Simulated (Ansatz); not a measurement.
# Zr₃N₄: Zr-91 NMR of the central transition

Cell: a COD entry, its atoms then relaxed with PBE in this cell.

Space group I-43d (No. 220); a = 6.7400 Å.

```
site  Wyckoff  site symmetry       x       y       z
  Zr      12a           -4..  0.3750  0.0000  0.2500
   N      16c            .3.  0.0687  0.0687  0.0687
```

One atom of each set is listed; the run and its k-mesh use a cell of 14 atoms with edges of 5.84, 5.84, 5.84 Å.

Method: Kohn–Sham DFT in Ansatz, PBE, plane waves and PAW, scalar-relativistic, 420 eV cutoff, Γ-centred 6×6×6 k-points, Fermi–Dirac smearing 0.02 eV.

Zr-91 has I = 5/2 and Q = -176.0 mb (Pyykkö 2018); at 21.1 T its Larmor frequency is ν₀ = 83.9 MHz. Only the quadrupole interaction is simulated: positions count from each site's isotropic chemical shift, and shift anisotropy, dipolar and J coupling are left out.

Task: Give C_Q, η, the quadrupolar product P_Q = |C_Q|(1 + η²/3)^½, the second-order isotropic shift and the breadth of the pattern (static powder) for each Zr site.

Result: 

```csv
site,first shell,C_Q (MHz),η,P_Q (MHz),δ_QIS (ppm),breadth (kHz)
Zr,8 N at 2.23–2.44 Å,-42.5,0.00,42.5,-1540,673
```

δ_QIS = −(ν_Q²/30ν₀²)[I(I+1) − 3/4](1 + η²/3) × 10⁶ ppm with ν_Q = 3|C_Q|/[2I(2I−1)]; it falls as 1/B₀² in ppm, and the breadth as 1/B₀ in kHz.

An axis of threefold or higher order runs through Zr, so V_zz lies along it and η is zero.

Without spin–orbit coupling (the program notes it for Zr) the gradients can shift somewhat, as the gap is small.
